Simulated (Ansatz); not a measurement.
# HfH$_{2}$: strain energy, fitted

HfH$_{2}$, I4/mmm, a = 3.464 Å, c = 4.238 Å. The structure is a COD entry; whether it is the stable form wasn't checked. Ansatz: PBEsol, PAW, 420 eV, Γ-centred 10×10×8 mesh on 6 atoms, Gaussian smearing 0.10 eV; no spin polarisation. Series: uniaxial strain along c, with a, b and atoms relaxed; x is the strain in per cent. y is the free energy over the unstrained cell, V0 = 8.476 Å³/atom.

```
x (%) y (meV/atom)
 -3.0             ?
 -2.0          0.84
 -1.0          0.10
  0.0          0.00
  1.0          0.53
  2.0          1.63
  3.0          3.08
```

Problem. Fit y = c2 x² + c3 x³ to the other rows, turn c2 into a modulus, and predict the missing energy.

Solution. Least squares on the rows shown. y = 0.2766 x² + 0.02642 x³. In eV per unit strain² c2 is 2.766; this is Young's modulus along the axis (E = ½ Y V0 ε²): 2 × 2.766 × 160.2 / (8.476) = 105 GPa. The unstrained cell keeps some stress along the strain, worth a slope of 0.19 meV/atom per %, which the form leaves out. With a term in x⁴ added, the coefficient of x² becomes 0.3924, 42 % more, which shows how far this figure hangs on the form. At x = -3.0 the fit asked for gives 1.78 meV/atom. The run gave 2.24 meV/atom, so the fit is 0.46 meV/atom too low, 15 % of the span of the series, against an rms of 0.19 meV/atom on the fitted rows. The row lies outside the fitted range. With a term in x⁴ added, a fit to the same known rows predicts 0.37 meV/atom, further off still.

Spin–orbit coupling is left out, which can shift energies with elements as heavy as these.